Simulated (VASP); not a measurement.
# TiTe2 (k07) (P-3m1) in VASP: single point with PBE+D3(BJ)

Aim: the single point of TiTe2 (k07) with PBE+D3(BJ).

Program: VASP 6.6.1. These are calculated values, not measurements. Logs are shortened: lines on timing, memory, paths and dates and some standing lists are left out, and cuts for length are marked.

## (1) The cell of the first run

It takes space group P-3m1 (No. 164, trigonal). The conventional cell has a = 3.698 Å, b = 3.698 Å, c = 6.387 Å, α = 90.00°, β = 90.00°, γ = 120.00°. Around Ti (site symmetry -3m) lie 6 Te at 2.75 Å. Te (site symmetry 3m) has 3 Ti at 2.75 Å as nearest neighbours.

## (2) Single point, PBE+D3(BJ) (cell and atoms relaxed tightly for response)

Input file INCAR:

```
SYSTEM = TiTe2
ALGO = Fast
EDIFF = 1E-6
ENCUT = 520
GGA = PE
ISIF = 2
ISMEAR = -1
IVDW = 12
LASPH = .True.
LCHARG = .False.
LREAL = .False.
LWAVE = .False.
NBANDS = 19
NELM = 100
PREC = Accurate
SIGMA = 0.15
```

Input file KPOINTS:

```
k-points
0
Gamma
  18 18 10
  0 0 0
```

Input file POSCAR:

```
TiTe2
1.0
    3.6980725315      0.0000000000      0.0000000000
   -1.8490362657      3.2026247573      0.0000000000
    0.0000000000      0.0000000000      6.3871354630
Ti Te
1 2
Direct
    0.0000000000      0.0000000000      0.0000000000
    0.6666666667      0.3333333333      0.2711625642
    0.3333333333      0.6666666667      0.7288374358
```

Potentials or basis: VASP PAW PBE potentials, release 64 (Ti_sv, Te).

The run is started by

```console
cat potpaw_PBE.64/Ti_sv/POTCAR potpaw_PBE.64/Te/POTCAR > POTCAR
mpirun -np 1 vasp_std > vasp.out
```

OUTCAR:

```text
SYSTEM = TiTe2
   EDIFF = 1E-6
   ENCUT = 520
   GGA = PE
   ISIF = 2
   ISMEAR = -1
   IVDW = 12
   LASPH = .True.
   LREAL = .False.
   NELM = 100
   PREC = Accurate
 IVDW          = 12

 ion  position               nearest neighbor table
   1  0.000  0.000  0.000-   2 2.75   3 2.75   3 2.75   2 2.75   2 2.75   3 2.75
   2  0.667  0.333  0.271-   1 2.75   1 2.75   1 2.75   3 3.62   3 3.62   3 3.62
   3  0.333  0.667  0.729-   1 2.75   1 2.75   1 2.75   2 3.62   2 3.62   2 3.62

  LATTYP: Found a hexagonal cell.
 ALAT       =     3.6980725315
 C/A-ratio  =     1.7271525663

  Lattice vectors:

 A1 = (   3.6980725315,   0.0000000000,   0.0000000000)
 A2 = (  -1.8490362657,   3.2026247573,   0.0000000000)
 A3 = (   0.0000000000,   0.0000000000,   6.3871354630)

Analysis of symmetry for initial positions (statically):
=====================================================================
 Subroutine PRICEL returns:
 Original cell was already a primitive cell.

 Routine SETGRP: Setting up the symmetry group for a
 hexagonal supercell.

 Subroutine GETGRP returns: Found 12 space group operations
 (whereof 12 operations were pure point group operations)
 out of a pool of 24 trial point group operations.

The static configuration has the point symmetry D_3d.

Analysis of symmetry for dynamics (positions and initial velocities):
=====================================================================
 Subroutine PRICEL returns:
 Original cell was already a primitive cell.

 Routine SETGRP: Setting up the symmetry group for a
 hexagonal supercell.

 Subroutine GETGRP returns: Found 12 space group operations
 (whereof 12 operations were pure point group operations)
 out of a pool of 24 trial point group operations.

The dynamic configuration has the point symmetry D_3d.

 Subroutine INISYM returns: Found 12 space group operations
 (whereof 12 operations are pure point group operations),
 and found     1 'primitive' translations

----------------------------------------------------------------------------------------

                                     Primitive cell

  volume of cell :      75.6463

  direct lattice vectors                    reciprocal lattice vectors
     3.698072531  0.000000000  0.000000000     0.270411138  0.156121943  0.000000000
    -1.849036266  3.202624757  0.000000000     0.000000000  0.312243886  0.000000000
     0.000000000  0.000000000  6.387135463     0.000000000  0.000000000  0.156564708

  length of vectors
     3.698072531  3.698072531  6.387135463     0.312243886  0.312243886  0.156564708

  position of ions in fractional coordinates (direct lattice)
     0.000000000  0.000000000  0.000000000
     0.666666667  0.333333333  0.271162564
[... 83 lines left out ...]
   IBRION =     -1    ionic relax: 0-MD 1-quasi-New 2-CG
   NFREE  =      0    steps in history (QN), initial steepest desc. (CG)
   ISIF   =      2    stress and relaxation
   ISYM   =      2    0-nonsym 1-usesym 2-fastsym
   POTIM  = 0.5000    time-step for ionic-motion
   TEBEG  =    0.0;   TEEND  =   0.0 temperature during run
   PSTRESS=    0.0 pullay stress
   NELECT =      24.0000    total number of electrons
   NUPDOWN=      -1.0000    fix difference up-down
   EMIN   =  10.00;   EMAX   =-10.00  energy-range for DOS
   EFERMI =   0.00;   METHOD = LEGACY
   ISMEAR =    -1;   SIGMA  =   0.15  broadening in eV -4-tet -1-fermi 0-gaus
   EFERMI_NEDOS =   21; number of points for ismear=-14 and -15
   IALGO  =     68    algorithm
   IMIX   =      4    mixing-type and parameters
     AMIX     =   0.40;   BMIX     =  1.00
     AMIX_MAG =   1.60;   BMIX_MAG =  1.00
  volume/ion in A,a.u.               =      25.22       170.16
  Fermi-wavevector in a.u.,A,eV,Ry     =   1.116562  2.109996 16.962518  1.246710
  Thomas-Fermi vector in A             =   2.253177
   LORBIT       =      0    0 simple, 1 ext, 2 COOP (PROOUT), +10 PAW based schemes
   GGA     = PE    functional components
   LHFCALC =     F    Hartree Fock is set to
   AEXX    =    0.0000 exact exchange contribution
   IVDW    =    12    specifies the selected vdW correction
   LEPSILON=     F    determine dielectric tensor
   LRPA    =     F    only Hartree local field effects (RPA)
 non-spin polarized calculation
 RMM-DIIS sequential band-by-band and
  energy-cutoff  :      520.00
  volume of cell :       75.65
 maximum number of plane-waves:      2064
   NGX = 13   NGY = 13   NGZ = 23

 number of electron      24.0000002 magnetization

 Free energy of the ion-electron system (eV)
  ---------------------------------------------------
  ext. energy  EPLUGINS =         0.00000000
  ---------------------------------------------------
  free energy    TOTEN  =       -16.20114662 eV

  energy without entropy =      -16.09000529  energy(sigma->0) =      -16.14557595

 E-fermi :   7.5628     XC(G=0): -10.1654

 val. band max:        7.5591431154   @ k =   0.3333   0.0556   0.3000
 cond. band min:       7.5637383195   @ k =   0.4444  -0.0000   0.0000
 fundamental gap:      0.0045952040
 Fermi energy:         7.5628156078

 k-point     1 :       0.0000    0.0000    0.0000
  band No.  band energies     occupation
      1     -49.7639      2.00000
      2     -26.0299      2.00000
      3     -26.0299      2.00000
      4     -25.9957      2.00000
      5      -5.1802      2.00000
      6      -3.4863      2.00000
[... 505 lines left out ...]
      6      -2.8745      2.00000
[... 11 lines left out ...]
     18      12.8813      0.00000
     19      13.8896      0.00000

 [... further k-points ...]

------------------------ aborting loop because EDIFF is reached ----------------------------------------

 Edisp (eV)   -1.56560

 E8    (eV) :    -0.7252

  FORCE on cell =-STRESS in cart. coord.  units (eV):
  Direction    XX          YY          ZZ          XY          YZ          ZX
  --------------------------------------------------------------------------------------
  -------------------------------------------------------------------------------------
  Total      -0.03772    -0.03772    -0.03167    -0.00000     0.00000     0.00000
  in kB      -0.79882    -0.79882    -0.67082    -0.00000     0.00000     0.00000
  external pressure =       -0.76 kB  Pullay stress =        0.00 kB

 VOLUME and BASIS-vectors are now :
 -----------------------------------------------------------------------------
  energy-cutoff  :      520.00
  volume of cell :       75.65
      direct lattice vectors                 reciprocal lattice vectors
     3.698072531  0.000000000  0.000000000     0.270411138  0.156121943  0.000000000
    -1.849036266  3.202624757  0.000000000     0.000000000  0.312243886  0.000000000
     0.000000000  0.000000000  6.387135463     0.000000000  0.000000000  0.156564708

 POSITION                                       TOTAL-FORCE (eV/Angst)
 -----------------------------------------------------------------------------------
      0.00000      0.00000      0.00000        -0.000000      0.000000     -0.000000
      1.84904      1.06754      1.73195        -0.000000      0.000000      0.010676
     -0.00000      2.13508      4.65518         0.000000     -0.000000     -0.010676
 -----------------------------------------------------------------------------------
    total drift:                                0.000000     -0.000000      0.000000

  FREE ENERGIE OF THE ION-ELECTRON SYSTEM (eV)
  ---------------------------------------------------
  free  energy   TOTEN  =       -17.7667446093 eV

  energy  without entropy=      -17.6556032806  energy(sigma->0) =      -17.71117394
```

OSZICAR:

```text
N       E                     dE             d eps       ncg     rms          rms(c)
DAV:   1     0.179916702783E+03    0.17992E+03   -0.10823E+04 12548   0.118E+03
DAV:   2    -0.165167730705E+01   -0.18157E+03   -0.17679E+03 13112   0.301E+02
DAV:   3    -0.175737750761E+02   -0.15922E+02   -0.15508E+02 18943   0.834E+01
[... 18 lines left out ...]
RMM:  22    -0.162011395879E+02   -0.57636E-05   -0.65280E-05 17278   0.303E-02    0.472E-02
RMM:  23    -0.162011437575E+02   -0.41696E-05   -0.42356E-05 16340   0.217E-02    0.497E-02
RMM:  24    -0.162011435258E+02    0.23170E-06   -0.35992E-05 18218   0.334E-02    0.230E-02
RMM:  25    -0.162011445399E+02   -0.10141E-05   -0.17045E-05 15886   0.200E-02    0.122E-02
RMM:  26    -0.162011457431E+02   -0.12032E-05   -0.12474E-05 13429   0.139E-02    0.929E-03
RMM:  27    -0.162011466152E+02   -0.87215E-06   -0.79082E-06 12642   0.937E-03
   1 F= -.17766745E+02 E0= -.17711174E+02  d E =-.111141E+00
```

stdout:

```text
POSCAR found type information on POSCAR TiTe
 POSCAR found :  2 types and       3 ions
 scaLAPACK will be used
 LDA part: xc-table for (Slater+PW92), standard interpolation
 POSCAR, INCAR and KPOINTS ok, starting setup
 FFT: planning ... GRIDC
 FFT: planning ... GRID_SOFT
 FFT: planning ... GRID
 WAVECAR not read
 entering main loop
WARNING in EDDRMM: call to ZHEGV failed, returncode =   8  4     12
WARNING in EDDRMM: call to ZHEGV failed, returncode =   8  4     14
WARNING in EDDRMM: call to ZHEGV failed, returncode =   8  4     15
WARNING in EDDRMM: call to ZHEGV failed, returncode =   6  3     12
WARNING in EDDRMM: call to ZHEGV failed, returncode =   8  4     16
WARNING in EDDRMM: call to ZHEGV failed, returncode =   6  3      5
WARNING in EDDRMM: call to ZHEGV failed, returncode =   6  3     12
WARNING in EDDRMM: call to ZHEGV failed, returncode =   6  3     13
WARNING in EDDRMM: call to ZHEGV failed, returncode =   8  4     11
WARNING in EDDRMM: call to ZHEGV failed, returncode =   6  3      6
WARNING in EDDRMM: call to ZHEGV failed, returncode =   6  3     11
WARNING in EDDRMM: call to ZHEGV failed, returncode =   6  3     14
WARNING in EDDRMM: call to ZHEGV failed, returncode =   8  4     15
```

It took 7.5 min on 1 thread of Intel Xeon 6975P-C (Granite Rapids), shared host; peak memory 0.56 GiB.

Results:

```
Free energy                : -17.7667 eV
Pressure                   : -0.1 GPa
Largest force              : 0.011 eV/Å
Band gap on the k mesh     : none (metal or under the smearing width)
Dispersion energy per atom : -0.522 eV
```

Forces in eV/Å, atoms in the order of the input:
```
Ti   0.000  0.000  0.000
Te   0.000  0.000  0.011
Te   0.000  0.000 -0.011
```

Spin-orbit coupling is left out, which matters for the levels of Te.
